# Which choice moves the computed band gap of BAs?

When a computed band gap of boron arsenide falls more than half an electronvolt short of the measured one, there are two obvious suspects: the program and the functional. Three programs that solve the same PBE problem agree on the gap to about 0.01 eV. All three lie about 0.64 eV below the measured value. Two more runs put this contrast to use: one keeps PBE but changes the potentials, the other changes the functional to r2SCAN. What gaps should they give?

Band gap of BAs (F-43m, 2-atom cell, edges 3.378 Å) from Kohn-Sham DFT in ABINIT 10.8.3, FLEUR MaX-R8.1 (patched build s14) and JDFTx 1.7.0 (patched build), without spin polarization or spin-orbit coupling, with 0.05 eV Fermi-Dirac smearing. The measured gap is 1.835 eV, an indirect optical gap from UV-Vis transmission of a bulk crystal (arXiv:2307.05371).

```csv
program,functional,how the value is got,potentials or basis,wave cutoff (eV),k-mesh,computed band gap (eV),computed less measured (eV)
ABINIT 10.8.3 (1),LDA,"Kohn-Sham, on the mesh",JTH PAW LDA v2.0,408,13x13x13,1.136,-0.70
FLEUR MaX-R8.1 (patched build s14),PBE,"Kohn-Sham, on the mesh",all electron,n/a,10x10x10,1.186,-0.65
ABINIT 10.8.3 (2),PBEsol,"Kohn-Sham, on the mesh",JTH PAW PBE v2.0,408,6x6x6,1.186,-0.65
ABINIT 10.8.3 (3),PBE,"Kohn-Sham, on the mesh",JTH PAW PBE v2.0,408,8x8x8,1.193,-0.64
JDFTx 1.7.0 (patched build) (1),PBE,"Kohn-Sham, on the mesh",PseudoDojo SR PBE 0.5 standard,1143,10x10x10,1.196,-0.64
ABINIT 10.8.3 (4),PBE,"Kohn-Sham, on the mesh",SPMS NC PBE v1.0,925,10x10x10,?,?
ABINIT 10.8.3 (5),r2SCAN,"Kohn-Sham, on the mesh",JTH PAW PBE v2.0,490,13x13x13,?,?
JDFTx 1.7.0 (patched build) (2),BJ06,"Kohn-Sham, on the mesh",SG15 PBE 1.2,1088,8x8x8,1.370,-0.46
```

## Why the programs agree

The three known PBE runs treat the electrons near the nuclei in different ways. FLEUR keeps all electrons, ABINIT uses the PAW method, and JDFTx uses norm-conserving pseudopotentials. Yet the cell is the same, and so is the functional, so the three programs approximate the same equations. If each approximation is good, the gaps must agree, and they do.

The simplest model for another PBE run is therefore a constant, the mean of these three gaps:

$$E_\mathrm{PBE}=\frac{1.186+1.193+1.196}{3}\ \mathrm{eV}\approx1.19\ \mathrm{eV}.$$

LDA, PBEsol, BJ06 and r2SCAN stay out of this mean because they define different equations. The order of the three PBE values has no meaning, since meshes and potentials differ as well.

## A mesh can imitate a functional

The PBEsol gap seems to match PBE, but its 6x6x6 mesh is too coarse for that comparison. The gap of BAs is indirect: the highest occupied state lies at the zone centre $\Gamma$, and the lowest empty one lies on the way to the zone boundary point X. A gap read on the mesh uses only the sampled points. If the mesh steps over the lowest empty state, the gap comes out too large.

The size of this error can be estimated from a parabola around the minimum,

$$\Delta E=\frac{\hbar^2(\Delta q)^2}{2m},$$

where $\Delta q$ is the distance from the minimum to the nearest mesh point and $m$ is the effective mass. Rough recalled values put the minimum at 0.8 of the way from $\Gamma$ to X and the mass at 1.1 electron masses. The 6x6x6 mesh has its nearest point at two thirds of the way, so it misses by 0.13 of the distance. That distance is about 1.3 Å$^{-1}$, which makes $\Delta q$ about 0.17 Å$^{-1}$. With $\hbar^2/2m_e\approx3.8$ eV Å$^2$, where $m_e$ is the electron mass, the formula gives

$$\Delta E\approx\frac{3.8}{1.1}\times0.17^2\ \mathrm{eV}\approx0.1\ \mathrm{eV}.$$

This is an order of magnitude, not a correction to be applied. The true error may well be smaller, but even a third of the estimate would exceed the spread among the known PBE runs. For the finer meshes in the table the same estimate gives errors of about 0.015 eV or less, because a mesh point falls close to the minimum. The PBEsol value therefore can't be used to rank that functional against PBE.

## Why PBE falls short, and what r2SCAN changes

A band gap is the energy needed to remove an electron from the solid, less the energy gained when one is added. In exact Kohn-Sham theory the potential jumps by a constant when an electron is added across the gap, and this jump belongs to the true gap. The potentials of LDA and PBE depend smoothly on the density and its derivatives and have no such jump. Their gaps are therefore too small in most semiconductors, whichever program solves the equations.

The effects left out of the calculation do not repair this. Spin-orbit coupling would raise the top of the valence band and so lower the computed gap further. Temperature and zero-point motion usually lower the measured gap, so a comparison free of them would show a larger shortfall. The functional remains the main cause.

r2SCAN also uses the kinetic-energy density, which is built from the orbitals. The resulting operator does more than add a potential at each point: it also acts on the slope of each orbital. The gap between the orbital energies can then include part of the jump that PBE lacks. Theory thus argues for a larger gap, but it doesn't give the size in a single line.

BJ06 uses the kinetic-energy density too, but only to shape an ordinary potential at each point. Its gap is about 0.18 eV above that of ABINIT with PBE on the same mesh. This row is a poor guide to the size, however. Its last electronic solve ended unconverged, and its arsenic pseudopotential freezes the 3d electrons that the ABINIT run treats as valence. The difference thus mixes the functional with the settings.

## The two forecasts

For PBE with the SPMS potentials, the forecast is the PBE mean, 1.19 eV, with an error bar of 0.03 eV. The bar is wider than the spread of the known runs because a new set of potentials can bring its own small error.

For r2SCAN, the forecast adds a rise of 0.2 eV, a rough recalled figure for similar semiconductors:

$$E_\mathrm{r2SCAN}\approx1.19\ \mathrm{eV}+0.2\ \mathrm{eV}=1.39\ \mathrm{eV}.$$

The error bar is 0.12 eV, since no known row fixes the rise. The result should lie above PBE and still well below the measured gap. Both error bars are judgements, not statistical limits.

The withheld rows as computed:

```csv
program,functional,how the value is got,potentials or basis,wave cutoff (eV),k-mesh,computed band gap (eV),computed less measured (eV)
ABINIT 10.8.3 (4),PBE,"Kohn-Sham, on the mesh",SPMS NC PBE v1.0,925,10x10x10,1.205,-0.63
ABINIT 10.8.3 (5),r2SCAN,"Kohn-Sham, on the mesh",JTH PAW PBE v2.0,490,13x13x13,1.364,-0.47
```

## What the results show

The PBE run gives 1.205 eV, about 0.01 eV above the forecast and well inside the error bar. It lies slightly above all three earlier PBE values, so the full PBE spread grows to about 0.02 eV. The new potentials are a likely source of this small step, though no run isolates them. Even the wider spread is only about a thirtieth of the distance to the measured gap.

The r2SCAN run gives 1.364 eV, about 0.03 eV below the forecast and also inside its bar. The rise over the PBE mean is 0.17 eV, where 0.2 eV was assumed. A forecast of no change from PBE would have missed by that whole 0.17 eV, far more than the PBE runs differ among themselves. The change of functional is thus visible above the noise of programs and potentials.

The hit supports the expected direction and rough size of the rise, but it doesn't test the mechanism in detail. The r2SCAN run uses potentials made for PBE, and potentials made for r2SCAN might shift the gap somewhat. ABINIT also warned that the density fell below its lower limit at some points and was reset there; the effect on the gap was not tested. The near match with BJ06 is no confirmation either, given the faults of that row.

r2SCAN recovers only about a quarter of the PBE shortfall and leaves 0.47 eV. Its operator still depends on quantities taken at one point in space, whereas the exchange between electrons links distant points. Standard ways to reduce the shortfall further are a hybrid functional, which mixes in such nonlocal exchange, or a $GW$ calculation, which computes the energies of adding and removing an electron. How far either would go for this cell is not tested here.

## What to do with such a gap

First check that the mesh finds the band edges. For BAs, compute the bands along the line from $\Gamma$ to X; for another solid, choose the lines that may hold its band edges. Or refine the mesh until the gap settles. Otherwise the error of a coarse mesh, which may approach 0.1 eV, can pass for an effect of the functional.

Then use a second program to check the calculation, not to improve its physics. If two PBE runs on the same cell differ by 0.1 eV, look for a fault in the mesh, the potentials or the convergence. If they agree to 0.02 eV on meshes that find the band edges, the result is a sound PBE gap, and it can still be far from the measured one. Two runs on the same coarse mesh can agree and share its error.

The output below gives the fit to the three known PBE rows, both forecasts with their misses, and the mesh estimates.

Output of the analysis:

```
fit of y on 3 rows (isPBE): constant 1.192 +/- 0.003; rms 0.00419, worst FLEUR MaX-R8.1 (patched build s14) 0.00567, leave-one-out rms 0.00628
  rows outside the fit (model, value, miss): ABINIT 10.8.3 (1) 1.192, 1.136, 0.0557; ABINIT 10.8.3 (2) 1.192, 1.186, 0.00567; ABINIT 10.8.3 (4) 1.192, 1.205, -0.0133; ABINIT 10.8.3 (5) 1.192, 1.364, -0.172; JDFTx 1.7.0 (patched build) (2) 1.192, 1.37, -0.178
PBE with SPMS potentials: forecast gap (eV): 1.192
PBE with SPMS potentials: error bar (eV): 0.03
PBE with SPMS potentials: computed gap (eV): 1.205
PBE with SPMS potentials: computed less forecast (eV): 0.01333
r2SCAN: forecast gap (eV): 1.392
r2SCAN: error bar (eV): 0.12
r2SCAN: computed gap (eV): 1.364
r2SCAN: computed less forecast (eV): -0.02767
spread of the three known PBE gaps (eV): 0.01
mean shortfall of the known PBE gaps against experiment (eV): 0.6433
shortfall divided by spread: 64.33
r2SCAN less mean of known PBE (eV): 0.1723
share of the PBE shortfall that r2SCAN recovers (percent): 26.79
r2SCAN less measured (eV): -0.47
r2SCAN less LDA, same 13x13x13 mesh (eV): 0.228
LDA less mean of known PBE (eV): -0.05567
BJ06 less ABINIT PBE, same 8x8x8 mesh (eV): 0.177
rough mesh error of the gap, 6x6x6 (eV): 0.1065
rough mesh error of the gap, 8x8x8 (eV): 0.01498
rough mesh error of the gap, 13x13x13 (eV): 0.005672
```
